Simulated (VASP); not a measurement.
# Ag (Im-3m) in VASP: a series of runs

One crystal, Ag, is run at these levels: r2SCAN; tasks: single point.

All numbers are computed with VASP 6.6.1; they aren't measurements. Logs are shortened: lines on timing, memory, paths and dates and some standing lists are left out, and cuts for length are marked.

## (1) Starting point

It takes space group Im-3m (No. 229, cubic). The conventional cell has a = 3.311 Å, b = 3.311 Å, c = 3.311 Å, α = 90.00°, β = 90.00°, γ = 90.00°. Ag (site symmetry m-3m) is surrounded by 8 Ag at 2.87 Å.

This isn't the form of Ag at room conditions, which is fcc.

## (2) Single point, r2SCAN

File INCAR:

```
SYSTEM = Ag
PREC     = Accurate       ! precision mode
ENCUT    = 450            ! plane-wave cutoff, eV
EDIFF    = 1E-6           ! SCF threshold, eV
ISMEAR   = 1              ! smearing method
SIGMA    = 0.1            ! smearing width, eV
LREAL    = .False.        ! projectors in reciprocal space
LASPH    = .True.         ! aspherical terms in the spheres
NELM     = 100            ! most SCF steps
ALGO     = Normal         ! electronic algorithm
ISIF     = 2              ! what is computed and relaxed
LWAVE    = .False.        ! write WAVECAR
LCHARG   = .False.        ! write CHGCAR
METAGGA  = R2SCAN         ! meta-GGA
LMIXTAU  = .True.       
ADDGRID  = .False.
```

File KPOINTS:

```
regular mesh
0
Gamma
  3 3 3
  0 0 0
```

File POSCAR:

```
Ag
1.0
   -1.6556540000      1.6556540000      1.6556540000
    1.6556540000     -1.6556540000      1.6556540000
    1.6556540000      1.6556540000     -1.6556540000
Ag
1
Direct
    0.0000000000      0.0000000000      0.0000000000
```

Potentials or basis: VASP PAW PBE potentials, release 64 (Ag).

Launch:

```sh
> cat potpaw_PBE.64/Ag/POTCAR > POTCAR
> mpirun -np 1 vasp_std > vasp.out
```

OUTCAR:

```text
SYSTEM = Ag
   PREC = Accurate
   ENCUT = 450
   EDIFF = 1E-6
   ISMEAR = 1
   LREAL = .False.
   LASPH = .True.
   NELM = 100
   ISIF = 2
   METAGGA = R2SCAN

 Found      4 irreducible k-points:

 Following reciprocal coordinates:
            Coordinates               Weight
  0.000000  0.000000  0.000000      1.000000
  0.333333  0.000000  0.000000     12.000000
  0.333333  0.333333  0.000000      8.000000
 -0.333333  0.333333  0.333333      6.000000
   k-points           NKPTS =      4   k-points in BZ     NKDIM =      4   number of bands    NBANDS=      9
   number of dos      NEDOS =    301   number of ions     NIONS =      1
   total plane-waves  NPLWV =   8000
   dimension x,y,z NGX =    20 NGY =   20 NGZ =   20
   dimension x,y,z NGXF=    40 NGYF=   40 NGZF=   40
   ions per type =               1
   NGX,Y,Z   is equivalent  to a cutoff of  11.59, 11.59, 11.59 a.u.
   NGXF,Y,Z  is equivalent  to a cutoff of  23.19, 23.19, 23.19 a.u.
 SYSTEM =  Ag
   PREC   = accura    normal or accurate (medium, high low for compatibility)
   ISTART =      0    job   : 0-new  1-cont  2-samecut
   ICHARG =      2    charge: 1-file 2-atom 10-const
   ISPIN  =      1    spin polarized calculation?
   LNONCOLLINEAR =      F non collinear calculations
   LSORBIT =      F    spin-orbit coupling
   LASPH  =      T    aspherical Exc in radial PAW
   ENCUT  =  450.0 eV  33.07 Ry    5.75 a.u.   4.96  4.96  4.96*2*pi/ulx,y,z
   NELM   =    100;   NELMIN=  2; NELMDL= -5     # of ELM steps
   EDIFF  = 0.1E-05   stopping-criterion for ELM
   LREAL  =      F    real-space projection
   EDIFFG = 0.1E-04   stopping-criterion for IOM
   NSW    =      0    number of steps for IOM
   IBRION =     -1    ionic relax: 0-MD 1-quasi-New 2-CG
   NFREE  =      0    steps in history (QN), initial steepest desc. (CG)
   ISIF   =      2    stress and relaxation
   ISYM   =      2    0-nonsym 1-usesym 2-fastsym
   POTIM  = 0.5000    time-step for ionic-motion
   TEBEG  =    0.0;   TEEND  =   0.0 temperature during run
   PSTRESS=    0.0 pullay stress
   NELECT =      11.0000    total number of electrons
   NUPDOWN=      -1.0000    fix difference up-down
   EMIN   =  10.00;   EMAX   =-10.00  energy-range for DOS
   EFERMI =   0.00;   METHOD = LEGACY
   ISMEAR =     1;   SIGMA  =   0.10  broadening in eV -4-tet -1-fermi 0-gaus
   EFERMI_NEDOS =   21; number of points for ismear=-14 and -15
   IALGO  =     38    algorithm
   IMIX   =      4    mixing-type and parameters
     AMIX     =   0.40;   BMIX     =  1.00
     AMIX_MAG =   1.60;   BMIX_MAG =  1.00
  volume/ion in A,a.u.               =      18.15       122.51
  Fermi-wavevector in a.u.,A,eV,Ry     =   1.385318  2.617871 26.111022  1.919106
  Thomas-Fermi vector in A             =   2.509739
   LORBIT       =      0    0 simple, 1 ext, 2 COOP (PROOUT), +10 PAW based schemes
   METAGGA = R2SCAN    functional components
   LHFCALC =     F    Hartree Fock is set to
   AEXX    =    0.0000 exact exchange contribution
   IVDW    =     0    specifies the selected vdW correction
   LEPSILON=     F    determine dielectric tensor
   LRPA    =     F    only Hartree local field effects (RPA)
 non-spin polarized calculation
 Methfessel and Paxton  Order N= 1 SIGMA  =   0.10
  energy-cutoff  :      450.00
  volume of cell :       18.15
 maximum number of plane-waves:       402
   NGX =  9   NGY =  9   NGZ =  9

 number of electron      11.0000011 magnetization

 Free energy of the ion-electron system (eV)
  ---------------------------------------------------
  ext. energy  EPLUGINS =         0.00000000
  ---------------------------------------------------
  free energy    TOTEN  =       -21.68286206 eV

  energy without entropy =      -21.68154873  energy(sigma->0) =      -21.68242428

 E-fermi :   8.4629     XC(G=0): -12.5554

 val. band max:        4.5556476767   @ k =   0.3333   0.0000   0.0000
 cond. band min:       8.5221252543   @ k =  -0.3333   0.3333   0.3333
 fundamental gap:      3.9664775776
 Fermi energy:         8.4628651708

 k-point     1 :       0.0000    0.0000    0.0000
  band No.  band energies     occupation
      1       0.0935      2.00000
      2       2.5541      2.00000
      3       2.5541      2.00000
      4       2.5541      2.00000
      5       3.7733      2.00000
      6       3.7733      2.00000
      7      26.0580      0.00000
      8      26.0581      0.00000
      9      26.0581      0.00000

 k-point     2 :       0.3333    0.0000    0.0000
  band No.  band energies     occupation
      1       1.4341      2.00000
      2       2.0102      2.00000
      3       3.6331      2.00000
      4       3.8423      2.00000
      5       4.0818      2.00000
      6       4.5556      2.00000
      7      16.1977      0.00000
      8      22.3344      0.00000
      9      23.8446      0.00000

 k-point     3 :       0.3333    0.3333    0.0000
  band No.  band energies     occupation
      1       1.7749      2.00000
      2       2.5737      2.00000
      3       2.5737      2.00000
      4       3.9018      2.00000
      5       3.9018      2.00000
      6      12.3366      0.00000
      7      12.3367      0.00000
      8      12.8110      0.00000
      9      21.8988      0.00000

 k-point     4 :      -0.3333    0.3333    0.3333
  band No.  band energies     occupation
      1       1.8501      2.00000
      2       1.9736      2.00000
      3       3.5658      2.00000
      4       3.5658      2.00000
      5       3.9685      2.00000
      6       8.5221      0.16667
      7      17.6634      0.00000
      8      17.6634      0.00000
      9      20.5490      0.00000

------------------------ aborting loop because EDIFF is reached ----------------------------------------

  FORCE on cell =-STRESS in cart. coord.  units (eV):
  Direction    XX          YY          ZZ          XY          YZ          ZX
  --------------------------------------------------------------------------------------
  -------------------------------------------------------------------------------------
  Total       -0.8223651     -0.8223651     -0.8223651     -0.0000000      0.0000000     -0.0000000
  in kB      -72.5782518    -72.5782518    -72.5782518     -0.0000000      0.0000000     -0.0000000
  external PRESSURE =     -72.5782518 kB  Pullay stress =       0.0000000 kB

 VOLUME and BASIS-vectors are now :
 -----------------------------------------------------------------------------
  energy-cutoff  :      450.00
  volume of cell :       18.15
      direct lattice vectors                 reciprocal lattice vectors
    -1.655654000  1.655654000  1.655654000     0.000000000  0.301995465  0.301995465
     1.655654000 -1.655654000  1.655654000     0.301995465  0.000000000  0.301995465
     1.655654000  1.655654000 -1.655654000     0.301995465  0.301995465  0.000000000

 POSITION                                       TOTAL-FORCE (eV/Angst)
 -----------------------------------------------------------------------------------
      0.00000      0.00000      0.00000         0.000000      0.000000     -0.000000
 -----------------------------------------------------------------------------------
    total drift:                                0.000000      0.000000      0.000000

  FREE ENERGIE OF THE ION-ELECTRON SYSTEM (eV)
  ---------------------------------------------------
  free  energy   TOTEN  =       -21.6828620595 eV

  energy  without entropy=      -21.6815487334  energy(sigma->0) =      -21.68242428
```

Run time: 4.3 s. Hardware: 1 thread of Intel Xeon 6975P-C (Granite Rapids), shared host; peak memory 0.12 GiB.

These settings aren't checked as converged: the numbers below hold their error.

What came out:

- Free energy: -21.6829 eV
- Pressure: -7.3 GPa
- Band gap on the k mesh: none (metal or under the smearing width)

Caveat: the k mesh is coarse (spacing up to 0.89 Å⁻¹), so the values aren't converged; the PAW data sets were made with another functional, which shifts forces and pressure a little.

## (3) Single point, r2SCAN

Edit INCAR of step 2 so:

```diff
@@ -2,3 +2,3 @@
 PREC     = Accurate       ! precision mode
-ENCUT    = 450            ! plane-wave cutoff, eV
+ENCUT    = 550            ! plane-wave cutoff, eV
 EDIFF    = 1E-6           ! SCF threshold, eV
```

KPOINTS is that of step 2.

POSCAR is that of step 2.

Potentials or basis: VASP PAW PBE potentials, release 64 (Ag).

Launch:

```sh
> cat potpaw_PBE.64/Ag/POTCAR > POTCAR
> mpirun -np 1 vasp_std > vasp.out
```

Wall time 4.8 s (1 thread of Intel Xeon 6975P-C (Granite Rapids), shared host); peak memory 0.13 GiB.

The run converged, but some of its settings lie outside the range that counts as converged, so its numbers aren't taken as properties of the crystal.

Results:

```yaml
Free_energy: -21.6826 eV
Pressure: -7.3 GPa
Band_gap_on_the_k_mesh: none (metal or under the smearing width)
```

Caveat: the k mesh is coarse (spacing up to 0.89 Å⁻¹), so the values aren't converged; the PAW data sets were made with another functional, which shifts forces and pressure a little.

## (4) Single point, r2SCAN

Edit INCAR of step 3 so:

```diff
@@ -2,3 +2,3 @@
 PREC     = Accurate       ! precision mode
-ENCUT    = 550            ! plane-wave cutoff, eV
+ENCUT    = 700            ! plane-wave cutoff, eV
 EDIFF    = 1E-6           ! SCF threshold, eV
```

KPOINTS is that of step 3.

POSCAR is that of step 3.

Potentials or basis: VASP PAW PBE potentials, release 64 (Ag).

Launch:

```sh
> cat potpaw_PBE.64/Ag/POTCAR > POTCAR
> mpirun -np 1 vasp_std > vasp.out
```

OUTCAR:

```text
SYSTEM = Ag
   PREC = Accurate
   ENCUT = 700
   EDIFF = 1E-6
   ISMEAR = 1
   LREAL = .False.
   LASPH = .True.
   NELM = 100
   ISIF = 2
   METAGGA = R2SCAN

 Found      4 irreducible k-points:

 Following reciprocal coordinates:
            Coordinates               Weight
  0.000000  0.000000  0.000000      1.000000
  0.333333  0.000000  0.000000     12.000000
  0.333333  0.333333  0.000000      8.000000
 -0.333333  0.333333  0.333333      6.000000
   k-points           NKPTS =      4   k-points in BZ     NKDIM =      4   number of bands    NBANDS=      9
   number of dos      NEDOS =    301   number of ions     NIONS =      1
   total plane-waves  NPLWV =  21952
[... 121 lines left out ...]

  FORCE on cell =-STRESS in cart. coord.  units (eV):
  Direction    XX          YY          ZZ          XY          YZ          ZX
  --------------------------------------------------------------------------------------
  -------------------------------------------------------------------------------------
  Total       -0.8151612     -0.8151612     -0.8151612     -0.0000000      0.0000000     -0.0000000
  in kB      -71.9424733    -71.9424733    -71.9424733     -0.0000000      0.0000000     -0.0000000
  external PRESSURE =     -71.9424733 kB  Pullay stress =       0.0000000 kB

 VOLUME and BASIS-vectors are now :
 -----------------------------------------------------------------------------
  energy-cutoff  :      700.00
  volume of cell :       18.15
      direct lattice vectors                 reciprocal lattice vectors
    -1.655654000  1.655654000  1.655654000     0.000000000  0.301995465  0.301995465
     1.655654000 -1.655654000  1.655654000     0.301995465  0.000000000  0.301995465
     1.655654000  1.655654000 -1.655654000     0.301995465  0.301995465  0.000000000

 POSITION                                       TOTAL-FORCE (eV/Angst)
 -----------------------------------------------------------------------------------
      0.00000      0.00000      0.00000         0.000000      0.000000      0.000000
 -----------------------------------------------------------------------------------
    total drift:                               -0.000000     -0.000000      0.000000

  FREE ENERGIE OF THE ION-ELECTRON SYSTEM (eV)
  ---------------------------------------------------
  free  energy   TOTEN  =       -21.6829903081 eV

  energy  without entropy=      -21.6816769821  energy(sigma->0) =      -21.68255253
```

OSZICAR:

```text
N       E                     dE             d eps       ncg     rms          rms(c)
DAV:   1     0.354447702561E+02    0.35445E+02   -0.67615E+03    72   0.148E+03
DAV:   2    -0.244042992249E+02   -0.59849E+02   -0.58995E+02    74   0.232E+02
DAV:   3    -0.251565567709E+02   -0.75226E+00   -0.75188E+00    92   0.328E+01
DAV:   4    -0.251600710628E+02   -0.35143E-02   -0.35143E-02    75   0.224E+00
DAV:   5    -0.251601259062E+02   -0.54843E-04   -0.54843E-04    83   0.218E-01    0.488E+00
DAV:   6    -0.215102812206E+02    0.36498E+01   -0.78699E+00    72   0.326E+01    0.447E+00
DAV:   7    -0.216788602701E+02   -0.16858E+00   -0.51904E-01    72   0.678E+00    0.205E+00
DAV:   8    -0.216585760463E+02    0.20284E-01   -0.34056E-02    72   0.193E+00    0.100E-01
DAV:   9    -0.216737370465E+02   -0.15161E-01   -0.62565E-02    72   0.220E+00    0.207E-01
DAV:  10    -0.216773247973E+02   -0.35878E-02   -0.24541E-03    72   0.568E-01    0.915E-02
DAV:  11    -0.216829901179E+02   -0.56653E-02   -0.75196E-03    72   0.741E-01    0.418E-02
DAV:  12    -0.216828903865E+02    0.99731E-04   -0.31097E-04    72   0.196E-01    0.323E-02
DAV:  13    -0.216829325317E+02   -0.42145E-04   -0.21447E-05    74   0.570E-02    0.255E-02
DAV:  14    -0.216829911161E+02   -0.58584E-04   -0.10814E-04    72   0.878E-02    0.108E-02
DAV:  15    -0.216829905466E+02    0.56959E-06   -0.15097E-05    70   0.396E-02    0.136E-03
DAV:  16    -0.216829903081E+02    0.23844E-06   -0.37726E-07    36   0.661E-03
   1 F= -.21682990E+02 E0= -.21682553E+02  d E =-.131333E-02
```

Run time: 6.9 s. Hardware: 1 thread of Intel Xeon 6975P-C (Granite Rapids), shared host; peak memory 0.16 GiB.

These settings aren't checked as converged: the numbers below hold their error.

Results:

| Property | Result |
| --- | --- |
| Free energy | -21.6830 eV |
| Pressure | -7.2 GPa |
| Band gap on the k mesh | none (metal or under the smearing width) |

Caveat: the k mesh is coarse (spacing up to 0.89 Å⁻¹), so the values aren't converged; the PAW data sets were made with another functional, which shifts forces and pressure a little.

## (5) Single point, r2SCAN

Edit INCAR of step 4 so:

```diff
@@ -2,3 +2,3 @@
 PREC     = Accurate       ! precision mode
-ENCUT    = 700            ! plane-wave cutoff, eV
+ENCUT    = 250            ! plane-wave cutoff, eV
 EDIFF    = 1E-6           ! SCF threshold, eV
```

File KPOINTS:

```
regular mesh
0
Gamma
  8 8 8
  0 0 0
```

POSCAR is that of step 4.

Potentials or basis: VASP PAW PBE potentials, release 64 (Ag).

Launch:

```sh
> cat potpaw_PBE.64/Ag/POTCAR > POTCAR
> mpirun -np 1 vasp_std > vasp.out
```

OUTCAR:

```text
SYSTEM = Ag
   PREC = Accurate
   ENCUT = 250
   EDIFF = 1E-6
   ISMEAR = 1
   LREAL = .False.
   LASPH = .True.
   NELM = 100
   ISIF = 2
   METAGGA = R2SCAN

 Found     29 irreducible k-points:

 Following reciprocal coordinates:
            Coordinates               Weight
  0.000000  0.000000  0.000000      1.000000
  0.125000  0.000000  0.000000     12.000000
  0.250000  0.000000  0.000000     12.000000
  0.375000  0.000000  0.000000     12.000000
  0.500000  0.000000  0.000000      6.000000
  0.125000  0.125000  0.000000     24.000000
   k-points           NKPTS =     29   k-points in BZ     NKDIM =     29   number of bands    NBANDS=      9
   number of dos      NEDOS =    301   number of ions     NIONS =      1
   total plane-waves  NPLWV =   4096
   dimension x,y,z NGX =    16 NGY =   16 NGZ =   16
   dimension x,y,z NGXF=    32 NGYF=   32 NGZF=   32
   ions per type =               1
   NGX,Y,Z   is equivalent  to a cutoff of   9.28,  9.28,  9.28 a.u.
   NGXF,Y,Z  is equivalent  to a cutoff of  18.55, 18.55, 18.55 a.u.
 SYSTEM =  Ag
   PREC   = accura    normal or accurate (medium, high low for compatibility)
   ISTART =      0    job   : 0-new  1-cont  2-samecut
   ICHARG =      2    charge: 1-file 2-atom 10-const
   ISPIN  =      1    spin polarized calculation?
   LNONCOLLINEAR =      F non collinear calculations
   LSORBIT =      F    spin-orbit coupling
   LASPH  =      T    aspherical Exc in radial PAW
   ENCUT  =  250.0 eV  18.37 Ry    4.29 a.u.   3.70  3.70  3.70*2*pi/ulx,y,z
[... 62 lines left out ...]
      4       2.5556      2.00000
      5       3.7736      2.00000
      6       3.7736      2.00000
      7      26.0636      0.00000
      8      26.0636      0.00000
      9      26.0636      0.00000
[... 49 lines left out ...]
 k-point     6 :       0.1250    0.1250    0.0000
  band No.  band energies     occupation
      1       1.3712      2.00000
      2       2.3977      2.00000
      3       2.4403      2.00000
      4       3.4835      2.00000
      5       3.5421      2.00000
      6       3.8702      2.00000
      7      22.2190      0.00000
      8      22.4709      0.00000
      9      25.5292      0.00000

 [... further k-points ...]

------------------------ aborting loop because EDIFF is reached ----------------------------------------

  FORCE on cell =-STRESS in cart. coord.  units (eV):
  Direction    XX          YY          ZZ          XY          YZ          ZX
  --------------------------------------------------------------------------------------
  -------------------------------------------------------------------------------------
  Total       -0.8111991     -0.8111991     -0.8111991     -0.0000000     -0.0000000      0.0000000
  in kB      -71.5927883    -71.5927883    -71.5927883     -0.0000000     -0.0000000      0.0000000
  external PRESSURE =     -71.5927883 kB  Pullay stress =       0.0000000 kB

 VOLUME and BASIS-vectors are now :
 -----------------------------------------------------------------------------
  energy-cutoff  :      250.00
  volume of cell :       18.15
      direct lattice vectors                 reciprocal lattice vectors
    -1.655654000  1.655654000  1.655654000     0.000000000  0.301995465  0.301995465
     1.655654000 -1.655654000  1.655654000     0.301995465  0.000000000  0.301995465
     1.655654000  1.655654000 -1.655654000     0.301995465  0.301995465  0.000000000

 POSITION                                       TOTAL-FORCE (eV/Angst)
 -----------------------------------------------------------------------------------
      0.00000      0.00000      0.00000         0.000000      0.000000      0.000000
 -----------------------------------------------------------------------------------
    total drift:                                0.000000      0.000000     -0.000000

  FREE ENERGIE OF THE ION-ELECTRON SYSTEM (eV)
  ---------------------------------------------------
  free  energy   TOTEN  =       -21.2679188110 eV

  energy  without entropy=      -21.2642201707  energy(sigma->0) =      -21.26668593
```

Wall time 5.8 s (1 thread of Intel Xeon 6975P-C (Granite Rapids), shared host); peak memory 0.11 GiB.

These settings aren't checked as converged: the numbers below hold their error.

What came out:

```
Free energy            : -21.2679 eV
Band gap on the k mesh : none (metal or under the smearing width)
```

Caveat: the cutoff is under 1.25 times the usual one of these potentials, so pressure, stress and relaxed cells hold a basis-set (Pulay) error; the PAW data sets were made with another functional, which shifts forces and pressure a little.

## (6) The reference run

An earlier run on the cell as given: functional PBE; potentials or basis VASP PAW PBE potentials, release 64 (Ag); cutoff 520 eV; k mesh 11 × 11 × 11; occupations fermi-dirac, width 0.05 eV; no spin polarisation.

* Pressure: -0.9 GPa
* Band gap on the k mesh: none (metal or under the smearing width)
